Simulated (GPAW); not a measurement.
# Hf: relaxation of cell and atoms with PBEsol+D4

The system is Hf.

```
CELL_PARAMETERS angstrom
3.19670 0.00000 0.00000
-1.59835 2.76842 0.00000
0.00000 0.00000 5.05780
ATOMIC_POSITIONS crystal
Hf 0.66667 0.33333 0.75000
Hf 0.33333 0.66667 0.25000
```

| Item | Value |
| --- | --- |
| Program | GPAW 26.7.0 |
| Task | relaxation of cell and atoms |
| Functional | PBEsol |
| Dispersion | D4 |
| Potentials or basis | PAW data sets generated in the run's folder for this functional |
| Cutoff | 600 eV |
| Basis | pw |
| k mesh | 10 × 10 × 5 |
| Occupations | fermi-dirac, width 0.05 eV |
| Spin | no spin polarisation |
| Maxiter | 150 |
| Optimizer | FIRE |
| Fmax | 0.05 eV/Å |
| Max steps | 40 |
| Convergence | density=1e-05 forces=0.0001 |

```
Relaxed volume                         : 21.45 Å³/atom
Relaxed cell                           : a = 3.154 Å, b = 3.154 Å, c = 4.980 Å, α = 90.00°, β = 90.00°, γ = 120.00°
Space group after relaxing (to 0.05 Å) : P6_3/mmc (No. 194)
Energy gained by relaxing              : 12.9 meV/atom
Ionic steps                            : 8
Pressure after relaxing                : 0.3 GPa
Band gap on the k mesh                 : none (metal or under the smearing width)
Dispersion energy per atom             : -0.127 eV
```

Step by step:
| step | energy change (eV) | largest force (eV/Å) | pressure (GPa) | volume (Å³) |
| --- | --- | --- | --- | --- |
| 1 | 0.0000 | 0.0000 | -4.38 | 44.76 |
| 2 | -0.0102 | 0.0000 | -3.44 | 44.35 |
| 3 | -0.0221 | 0.0000 | -1.68 | 43.63 |
| 4 | -0.0256 | 0.0000 | 0.58 | 42.78 |
| 5 | -0.0256 | 0.0000 | 0.54 | 42.79 |
| 6 | -0.0257 | 0.0000 | 0.48 | 42.82 |
| 7 | -0.0257 | 0.0000 | 0.38 | 42.85 |
| 8 | -0.0258 | 0.0000 | 0.27 | 42.89 |

Final structure:
```yaml
crystal:
  lattice:
    - [3.15357, 0.00000, 0.00000]
    - [-1.57679, 2.73107, 0.00000]
    - [0.00000, 0.00000, 4.98031]
  atoms:
    - { symbol: Hf, position: [0.66667, 0.33333, 0.75000] }
    - { symbol: Hf, position: [0.33333, 0.66667, 0.25000] }
```

Levels at points of the mesh, in eV from the Fermi level:
```
           k point  band 10  band 11  band 12  band 13  band 14  band 15
(0.00, 0.00, 0.00)    -3.80     0.84     1.20     1.20     1.51     2.07
(0.50, 0.50, 0.00)    -2.87    -2.33    -0.71     0.78     0.95     1.78
```

It took 3.7 min on 1 thread of Arm Neoverse V1, with other jobs on the host, peak memory 0.35 GiB.

Caveat: later steps reuse the first step's grids; pairwise dispersion overbinds metals, which lowers pressure and volume. Spin-orbit coupling is left out, which matters for the levels of Hf.
